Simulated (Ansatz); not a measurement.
**What a change of settings does to a run on WS2**

The cell was built from the CdI2 type and relaxed in the same program, and has space group P-3m1; it needn't be a known or the stable phase.

First run: DFT, PBE, all-electron LAPW, scalar-relativistic (Ansatz 0.2.0).

Command: `ansatz run input.yaml --threads 1 --pin off --max-ram 3072MiB --backend cpu --events-out ev --progress --plain --runs-dir out` The run took 82 s on 1 thread of Arm Neoverse V1 (shared host).

```yaml
crystal:
  lattice:
    - [3.2110037968, 0.0, 0.0]
    - [-1.6055018984, 2.7808108597, 0.0]
    - [0.0, 0.0, 7.0708228609]
  atoms:
    - { symbol: W, position: [0.0, 0.0, 0.0] }
    - { symbol: S, position: [0.3333333333, 0.6666666667, 0.223009562] }
    - { symbol: S, position: [0.6666666667, 0.3333333333, 0.776990438] }
kpoints:
  mp_grid: { grid: [11, 11, 6] }
  band_path:
    path:
      - [0.0, 0.0, 0.0]
      - [0.5, 0.0, 0.0]
      - [0.3333333333, 0.3333333333, 0.0]
      - [0.0, 0.0, 0.0]
      - [0.0, 0.0, 0.5]
      - [0.5, 0.0, 0.5]
      - [0.3333333333, 0.3333333333, 0.5]
      - [0.0, 0.0, 0.5]
      - [0.5, 0.0, 0.5]
    npoints: 14
scf:
  occupations: { method: fermi_dirac, width: 0.05 }
hamiltonian:
  xc: pbe
  pseudopotentials: { kind: all_electron, lapw: { basis_error: 0.001 } }
output:
  forces: true
  stress: true
  eigenvalues: true
  populations: true
  dos: { projected: true, de: 0.2, e_range: [-14, 8] }
```

Result: converged; pressure 0.07 GPa; largest force 0.006 eV/Å; no gap on the k mesh; 8 SCF iterations.

Spin–orbit coupling is left out, though it moves levels of the heavy atoms by tenths of an eV or more.

A second input differs as follows:

```diff
@@ -9,5 +9,5 @@
     - { symbol: S, position: [0.6666666667, 0.3333333333, 0.776990438] }
 kpoints:
-  mp_grid: { grid: [11, 11, 6] }
+  mp_grid: { grid: [11, 11, 6], kspacing: 0.3 }
   band_path:
     path:
@@ -24,4 +24,5 @@
 scf:
   occupations: { method: fermi_dirac, width: 0.05 }
+  max_iter: 100
 hamiltonian:
   xc: pbe
@@ -32,4 +33,3 @@
   eigenvalues: true
   populations: true
-  dos: { projected: true, de: 0.2, e_range: [-14, 8] }
```

Q: What is wrong with it, and what does the program do?

A: The fault is a mesh with a zero or a mesh and a spacing. The run refused before any iteration. The log ends:
```
Error: invalid value for `kpoints.mp_grid.kspacing`: mutually exclusive with `grid` — set one or the other
```
